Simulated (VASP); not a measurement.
# W: single point with r2SCAN

W:

```
CELL_PARAMETERS angstrom
0.00000 2.03000 2.03000
2.03000 0.00000 2.03000
2.03000 2.03000 0.00000
ATOMIC_POSITIONS crystal
W 0.00000 0.00000 0.00000
```

This isn't the form of W at room conditions, which is bcc.

| Item | Value |
| --- | --- |
| Program | VASP 6.6.1 |
| Task | single point |
| Functional | r2SCAN |
| Potentials or basis | VASP PAW PBE potentials, release 64 (W_sv) |
| Cutoff | 520 eV |
| k mesh | 8 × 8 × 8 |
| Occupations | gaussian, width 0.1 eV |
| Spin | no spin polarisation |
| Dipole correction | no |
| Further INCAR settings | ALGO = Normal; EDIFF = 1e-07; NBANDS = 13 |

| Property | Result |
| --- | --- |
| Pressure | -8.1 GPa |
| Band gap on the k mesh | none (metal or under the smearing width) |

Levels at points of the mesh, in eV from the Fermi level:
| k point | band 3 | band 4 | band 5 | band 6 | band 7 | band 8 | band 9 | band 10 | band 11 | band 12 |
| --- | --- | --- | --- | --- | --- | --- | --- | --- | --- | --- |
| (0.00, 0.00, 0.00) | -38.59 | -38.59 | -9.35 | -0.53 | -0.53 | -0.53 | 2.76 | 2.76 | 13.37 | 18.94 |
| (0.50, 0.00, 0.00) | -38.74 | -38.74 | -5.76 | -0.68 | -0.68 | 0.43 | 5.16 | 5.16 | 10.55 | 13.00 |
| (0.50, 0.50, 0.00) | -39.00 | -39.00 | -5.55 | -4.63 | 2.93 | 5.20 | 5.82 | 5.82 | 12.17 | 12.17 |

It took 19 s on 1 thread of Intel(R) Xeon(R) 6975P-C (Granite Rapids), with other jobs on the host, peak memory 0.14 GiB.

Caveat: the PAW data sets were made with another functional, which shifts forces and pressure a little. The run has no spin-orbit coupling, so splittings on W are missing.
